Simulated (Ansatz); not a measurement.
Method: DFT PBE, scalar-relativistic, plane waves, PAW in Ansatz. All cells share a 420 eV cutoff and Γ-centred k meshes spaced at most about 0.3 Å⁻¹ (about 0.25 or finer for metals, 2π included). No spin polarisation in the final relaxations.

All energies are static (0 K, no zero-point motion). All come from trial cells, and lower structures may exist.

Question: Order these relaxed structures of C by energy, lowest first, with the energy over the lowest of them.
1.

```
CELL_PARAMETERS angstrom
2.09452 -3.81875 0.00000
2.09452 3.81875 0.00000
0.00000 0.00000 4.58055
ATOMIC_POSITIONS crystal
C 0.09090 0.28306 0.33802
C 0.28306 0.09090 0.66198
C 0.21694 0.40910 0.66198
C 0.40910 0.21694 0.33802
C 0.90910 0.71694 0.66198
C 0.71694 0.90910 0.33802
C 0.78306 0.59090 0.33802
C 0.59090 0.78306 0.66198
C 0.06507 0.56507 0.15720
C 0.56507 0.06507 0.84280
C 0.93493 0.43493 0.84280
C 0.43493 0.93493 0.15720
```

2.

```
CELL_PARAMETERS angstrom
5.47413 0.00000 0.00000
0.00000 5.47413 0.00000
0.00000 0.00000 3.86802
ATOMIC_POSITIONS crystal
C 0.00000 0.62336 0.50000
C 0.00000 0.37664 0.50000
C 0.37664 0.00000 0.50000
C 0.62336 0.00000 0.50000
C 0.20733 0.00000 0.20143
C 0.79267 0.00000 0.20143
C 0.00000 0.20733 0.20143
C 0.00000 0.79267 0.20143
C 0.79267 0.00000 0.79857
C 0.20733 0.00000 0.79857
C 0.00000 0.79267 0.79857
C 0.00000 0.20733 0.79857
```

3.

```
CELL_PARAMETERS angstrom
5.40957 0.00000 0.00000
0.00000 5.40957 0.00000
0.00000 0.00000 3.38937
ATOMIC_POSITIONS crystal
C 0.32004 0.45019 0.95014
C 0.67996 0.54981 0.95014
C 0.45019 0.67996 0.04986
C 0.54981 0.32004 0.04986
C 0.82004 0.04981 0.45014
C 0.17996 0.95019 0.45014
C 0.95019 0.82004 0.54986
C 0.04981 0.17996 0.54986
C 0.59842 0.09842 0.25000
C 0.40158 0.90158 0.25000
C 0.09842 0.40158 0.75000
C 0.90158 0.59842 0.75000
```

4.

```
CELL_PARAMETERS angstrom
0.00000 2.13604 4.30304
1.23325 0.00000 4.30304
1.23325 2.13604 0.00000
ATOMIC_POSITIONS crystal
C 0.16667 0.83333 0.16667
C 0.83333 0.16667 0.83333
```

Answer: 4 (0 meV/atom), 1 (408 meV/atom), 3 (708 meV/atom), 2 (751 meV/atom). Forms: 4 Fmmm; 1 Cmme; 3 P-4n2; 2 P4/mmm. Counting all near atoms (those within 1.25 times the shortest such distance or 1.15 times the sum of covalent radii; a plus sign parts nearer from farther groups; a slash parts the counts of unlike sites): cell 4 has C 3; cell 1 has C 4; cell 3 has C 3; cell 2 has C 1+2/4.

No dispersion correction is applied, so the spacing and binding between layers, chains or molecules are poorly described (Fmmm), and this can change margins and order among such cells. With atoms moved at random, Cmme came back. Other cells relaxed within their symmetry can be saddle points. The part of the Crystallography Open Database at hand lists C in space groups No. 58, 69, 71, 141, 166 and others; sharing a group (Fmmm) doesn't make a cell the listed structure. Some candidate types were left out of the draw beforehand, so a known form may be missing.
